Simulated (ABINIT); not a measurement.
Crystal: ZrN.

```xyz
2
Lattice="0.0000 2.3000 2.3000 2.3000 0.0000 2.3000 2.3000 2.3000 0.0000" Properties=species:S:1:pos:R:3 pbc="T T T"
Zr    2.3000    2.3000    2.3000
N     0.0000    0.0000    0.0000
```

Base run:

```yaml
Program: ABINIT 10.8.3 (patched build)
Functional: r2SCAN
Potentials_or_basis: JTH PAW PBE v2.0
Cutoff: 816 eV
k_mesh: 8 × 8 × 8
Occupations: fermi-dirac, width 0.05 eV
Spin: no spin polarisation
```

Its results: band gap on the k mesh none (metal or under the smearing width); pressure 0.0 GPa.

Question: The run is repeated on the same cell with these changes: k mesh from 8 × 8 × 8 to 6 × 6 × 6. What comes out?

Answer: Band gap on the k mesh none (metal or under the smearing width); pressure -0.5 GPa.

Caveats: some runs use coarse meshes; the PAW data sets were made with another functional, which shifts forces and pressure a little.
